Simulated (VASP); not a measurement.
Input of a VASP 6.6.1 run:

File INCAR:

```
PREC = Normal ; ENCUT = 520
EDIFF = 1E-4 ; ISMEAR = 0
SIGMA = 0.15 ; LREAL = False
LASPH = True ; NELM = 60
ALGO = Fast ; ISIF = 3
LWAVE = False ; LCHARG = False
GGA = PE ; IBRION = 2
NSW = 24 ; EDIFFG = -0.08
```

KPOINTS

```
Automatic mesh
0
Gamma
  3 3 2
```

Contents of POSCAR:

```
Sb2Se3
1.0
    4.4975797300      0.0000000000      0.0000000000
    0.0000000000      4.4975797300      0.0000000000
    0.0000000000      0.0000000000      8.4477452900
Sb Se
2 3
Direct
    0.5000000000      0.5000000000      0.7743913300
    0.5000000000      0.5000000000      0.2256086700
    0.5000000000      0.5000000000      0.0000000000
    0.0000000000      0.0000000000      0.3689644400
    0.0000000000      0.0000000000      0.6310355600
```

Potentials or basis: VASP PAW PBE potentials, release 64 (Sb, Se).

Run with:

```console
$ cat potpaw_PBE.64/Sb/POTCAR potpaw_PBE.64/Se/POTCAR > POTCAR
$ mpirun -np 1 vasp_std > vasp.out
```

Task: Predict the relaxed cell.

Result: a = 4.336 Å, b = 4.336 Å, c = 8.322 Å, α = 90.00°, β = 90.00°, γ = 90.00°.

Task: What does it give for the band gap on the k mesh?

Result: None (metal or under the smearing width).

Final structure:
```cif
data_structure
_symmetry_space_group_name_H-M 'P 1'
_symmetry_Int_Tables_number 1
_cell_length_a 4.3359
_cell_length_b 4.3359
_cell_length_c 8.3219
_cell_angle_alpha 90.000
_cell_angle_beta 90.000
_cell_angle_gamma 90.000
_cell_volume 156.45
loop_
_atom_site_label
_atom_site_type_symbol
_atom_site_fract_x
_atom_site_fract_y
_atom_site_fract_z
_atom_site_occupancy
Sb1 Sb 0.50000 0.50000 0.68252 1
Sb2 Sb 0.50000 0.50000 0.31748 1
Se1 Se 0.50000 0.50000 0.00000 1
Se2 Se 0.00000 0.00000 0.35572 1
Se3 Se 0.00000 0.00000 0.64428 1
```

Caveat: the k mesh is coarse (spacing up to 0.47 Å⁻¹), so the values aren't converged. The run has no spin-orbit coupling, so splittings on Sb are missing.
